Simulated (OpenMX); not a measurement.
Sn: single point with PBE

Crystal: Sn.

```
Sn
1.0
    -2.94014    2.94014    1.59930
     2.94014   -2.94014    1.59930
     2.94014    2.94014   -1.59930
Sn
2
Direct
  0.01122 0.00000 0.00000
  0.75000 0.25000 0.50000
```

The cell isn't the ideal one: atom 1 moved by [-0.033, 0.033, 0.0179] A.

| Property | Result |
| --- | --- |
| Program | OpenMX 3.8.5 |
| Task | single point |
| Functional | PBE |
| Potentials or basis | OpenMX 2013 PBE set, Sn7.0-s3p2d2, grid cutoff 700 Ry |
| k mesh | 7 × 7 × 7 |
| Occupations | fermi-dirac, width 0.05 eV |
| Spin | no spin polarisation |
| Mixing scheme | rmm-diisk |
| SCF threshold | 1e-08 Ha |
| Solver | band |
| Max SCF cycles | 100 |

```
Largest force          : 0.087 eV/Å
Band gap on the k mesh : none (metal or under the smearing width)
```

Forces in eV/Å, atoms in the order of the input:
```
Sn   0.049 -0.059  0.022
Sn  -0.054  0.065 -0.021
```

Levels at points of the mesh, in eV from the Fermi level:
| k point | band 10 | band 11 | band 12 | band 13 | band 14 | band 15 | band 16 | band 17 | band 18 | band 19 |
| --- | --- | --- | --- | --- | --- | --- | --- | --- | --- | --- |
| (0.00, 0.00, 0.00) | -19.40 | -10.60 | -3.15 | -1.54 | -1.52 | -1.43 | 3.50 | 6.92 | 6.96 | 7.41 |

Wall time 110 s on 1 thread of Intel(R) Xeon(R) Platinum 8375C CPU @ 2.90GHz (Ice Lake), with other jobs on the host, peak memory 0.98 GiB.

Caveat: the basis of atomic orbitals isn't converged, which shifts pressures, moduli and gaps.
